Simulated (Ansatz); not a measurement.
Wurtzite BeO, treated with PBE (plane waves, PAW; Ansatz, a quantum-chemistry and plane-wave program).

Numerical settings: plane-wave cutoff 520 eV, 18×18×8 k mesh (along the axes of the cell as run), Fermi–Dirac smearing 0.01 eV, scalar-relativistic PAW data made under PBE.

Properties against volume (c/a stays at 1.624):

Shape and atoms are relaxed at each volume.

```json
[
 {"V (Å³/atom)": "6.732", "P (GPa)": "9.22", "direct gap at Γ (eV)": "7.879"},
 {"V (Å³/atom)": "6.872", "P (GPa)": "4.39", "direct gap at Γ (eV)": "7.662"},
 {"V (Å³/atom)": "7.012", "P (GPa)": "0.00", "direct gap at Γ (eV)": "7.454"},
 {"V (Å³/atom)": "7.153", "P (GPa)": "-4.00", "direct gap at Γ (eV)": "7.253"},
 {"V (Å³/atom)": "7.293", "P (GPa)": "-7.63", "direct gap at Γ (eV)": "7.056"}
]
```

A straight line through the gaps at Γ against ln V gives a volume deformation potential dE_g(Γ)/d ln V of -10.3 eV: the gap at Γ widens under compression.

Measured, for comparison: band gap 11.29 eV (zero-point renormalisation of 699 meV (computed, non-adiabatic AHC, without the lattice-expansion part) added back here; inputs from Miglio et al. (2020), arXiv:2011.12765).

Note: the bulk modulus comes from volumes at which shape and atoms were relaxed.
